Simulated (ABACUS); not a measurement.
The system is Na.

```
CELL_PARAMETERS angstrom
-2.14100 2.14100 2.14100
2.14100 -2.14100 2.14100
2.14100 2.14100 -2.14100
ATOMIC_POSITIONS crystal
Na 0.00000 0.00000 0.00000
```

| Item | Value |
| --- | --- |
| Program | ABACUS 3.10.1 |
| Task | relaxation of cell and atoms |
| Functional | TM |
| Potentials or basis | SG15 ONCV 1.2 PBE |
| Cutoff | 1401 eV |
| Density cutoff | 5606 eV |
| Basis | plane waves |
| k mesh | 6 × 6 × 6 |
| Occupations | fermi-dirac, width 0.05 eV |
| Spin | no spin polarisation |

At the start: pressure -0.9 GPa; volume 39.26 Å³/atom.

Task: Where does the relaxation end?

Result: Over 10 steps the energy falls by 14.3 meV/atom and the volume is 34.86 Å³/atom (-11.2 %); space group Im-3m (No. 229, to 0.05 Å).

Step by step:
| step | energy change (eV) | largest force (eV/Å) | pressure (GPa) | volume (Å³) |
| --- | --- | --- | --- | --- |
| 1 | 0.0000 | 0.0000 | -0.93 | 39.26 |
| 2 | -0.0069 | 0.0000 | -0.72 | 37.93 |
| 3 | -0.0133 | 0.0000 | -0.29 | 35.90 |
| 4 | -0.0135 | 0.0000 | -0.26 | 35.77 |
| 5 | -0.0140 | 0.0000 | -0.16 | 35.39 |
| 6 | -0.0141 | 0.0000 | -0.13 | 35.27 |
| 7 | -0.0143 | 0.0000 | -0.03 | 34.91 |
| 8 | -0.0143 | 0.0000 | -0.03 | 34.90 |
| 9 | -0.0143 | 0.0000 | -0.06 | 34.86 |
| 10 | -0.0143 | 0.0000 | -0.02 | 34.86 |

Final structure:
```
Na
1.0
    -2.05792    2.05792    2.05792
     2.05792   -2.05792    2.05792
     2.05792    2.05792   -2.05792
Na
1
Cartesian
  0.0000 0.0000 0.0000
```

Caveat: the potentials were made for another functional, which shifts forces and pressure; the volume moved by -11 % from the deposited cell, more than functionals usually miss.
